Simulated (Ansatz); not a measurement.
Input for Ansatz (plane-wave DFT), InSb:

```yaml
crystal:
  lattice:
    - [0.0, 3.3166107078, 3.3166107078]
    - [3.3166107078, 0.0, 3.3166107078]
    - [3.3166107078, 3.3166107078, 0.0]
  atoms:
    - { symbol: In, position: [0.0, 0.0, 0.0] }
    - { symbol: Sb, position: [0.25, 0.25, 0.25] }
basis: {}
kpoints:
  mp_grid: { grid: [4, 4, 4] }
hamiltonian:
  xc: pbe
scf:
  occupations: { method: gaussian, width: 0.1 }
  max_iter: 60
output:
  forces: false
  stress: true
  eigenvalues: true
```

Command:

```bash
ansatz run input.yaml --threads 1 --pin off --max-ram 1331MiB --backend cpu --events-out ev --progress --plain --runs-dir out
```

Output, shortened (HF is the Harris–Foulkes energy, dr2 the density residual in eV):

```text
Pseudopotential: In, paw, valence charge 13, recommended cutoff 420 eV (normal)
Pseudopotential: Sb, paw, valence charge 15, recommended cutoff 420 eV (normal)
Crystal: 2 atoms, lattice volume = 72.965 Å³
Basis set: ecut = 420 eV, 1411 PW (Γ)
Bands: 18, of which v1, the nominal top of the filled ones, is band 14 counted from 1 (13 counted from 0)
Symmetry: 24 space group operations
Space group: F-43m (ITA 216), of the structure as read, at distance tolerance 4.2e-5 Å
k-points: 8 of 64 (time reversal used)
Initial density: superposition of atomic densities, corrected by the library's trained network
SCF iter   1: HF=-12082.455422 eV  Δρ=9.04e-4  dr2=7.37e-4
SCF iter   2: HF=-12082.453832 eV  Δρ=5.52e-4  dr2=1.80e-4
SCF iter   3: HF=-12082.453847 eV  Δρ=2.06e-4  dr2=2.24e-5
SCF iter   4: HF=-12082.453934 eV  Δρ=8.32e-5  dr2=3.48e-6
SCF iter   5: HF=-12082.453936 eV  Δρ=2.40e-5  dr2=5.99e-7
SCF iter   6: F=-12082.453936 eV  HF=-12082.453936 eV  Δρ=2.95e-6  dr2=1.03e-8
SCF 1 converged in 6 iterations: F = -12082.453936 eV  dr2 = 1.03e-8
SCF converged after 6 iterations
Free energy (F): -12082.453936 eV
E sigma→0 (E₀):  -12082.452731 eV
Entropy (-TS):   -0.002410 eV (-1.205 meV/atom)
Fermi energy:    6.583056 eV
--- Stress (GPa, compression-positive) ---
        0.462411       0.000000      -0.000000
       -0.000000       0.462411       0.000000
       -0.000000       0.000000       0.462411
  P = ⅓ Tr σ = 0.4624 GPa (4.624 kbar)
```

The inputs are trials, many of them unsound on purpose. Their numbers show the effect of the settings and aren't properties of the material.